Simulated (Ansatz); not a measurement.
# AgCl: the cell at several levels of theory

One table from this session's results is given with a row withheld; the runs are named, their logs left out.

Code: Ansatz 0.2.0. PAW datasets, plane waves, zero pressure. No spin polarisation and no zero-point or thermal motion.

## The cell

The symmetry is Fm-3m (No. 225, cubic); conventional cell a = 5.545 Å, 21.32 Å³ an atom. Around Ag lie 6 Cl at 2.77 Å; around Cl lie 6 Ag at 2.77 Å.

Structure file:

```cif
data_structure
_symmetry_space_group_name_H-M 'Fm-3m'
_symmetry_Int_Tables_number 225
_cell_length_a 5.5453
_cell_length_b 5.5453
_cell_length_c 5.5453
_cell_angle_alpha 90.000
_cell_angle_beta 90.000
_cell_angle_gamma 90.000
_cell_volume 170.52
loop_
_atom_site_label
_atom_site_type_symbol
_atom_site_symmetry_multiplicity
_atom_site_Wyckoff_symbol
_atom_site_fract_x
_atom_site_fract_y
_atom_site_fract_z
_atom_site_occupancy
Ag1 Ag 4 a 0.00000 0.00000 0.00000 1
Cl1 Cl 4 b 0.50000 0.00000 0.00000 1
```

The first run:

input.yaml reads:

```yaml
crystal:
  lattice:
    - [0.0, 2.7726629968, 2.7726629968]
    - [2.7726629968, 0.0, 2.7726629968]
    - [2.7726629968, 2.7726629968, 0.0]
  atoms:
    - { symbol: Ag, position: [0.0, 0.0, 0.0] }
    - { symbol: Cl, position: [0.5, 0.5, 0.5] }
kpoints:
  mp_grid: { grid: [8, 8, 8] }
hamiltonian:
  xc: pbe
scf:
  occupations: { method: fermi_dirac, width: 0.02 }
relax:
  f_tol: 0.005
  cell: {}
output:
  write_density: true
  write_potential: true
  elf: true
  volumetric_format: npy
```

Run with:

```bash
$ ansatz run input.yaml --threads 2 --pin off --max-ram 29491MiB --backend cpu --events-out ev --progress --plain --runs-dir out
```

Among the steps run: Relaxation with PBE; Relaxing with r2SCAN; Relaxation with PBEsol; LDA: cell and atoms; Relaxing with HSE06.

One of the session's tables, all rows but one given; the rest of the session is left out.

```
 level  a (Å)  volume (Å³/atom)
   PBE  5.612            22.094
r2SCAN  5.546            21.328
PBEsol      ?                 ?
   LDA  5.354            19.187
 HSE06  5.605            22.016
```

Q: Estimate the row for PBEsol from the others.

**Answer.** a (Å): 5.448; volume (Å³/atom): 20.208. In the column «a (Å)» it lies between LDA (5.354) and r2SCAN (5.546).

In words: The first relaxation changed the volume by +3.7 % from the start. The volume runs from LDA (least) to PBE (most), a spread of 15.2 %, or 4.8 % in length if all axes shared it alike. The meshes differ: PBE 8×8×8, r2SCAN 8×8×8, PBEsol 8×8×8, LDA 8×8×8, HSE06 6×6×6.
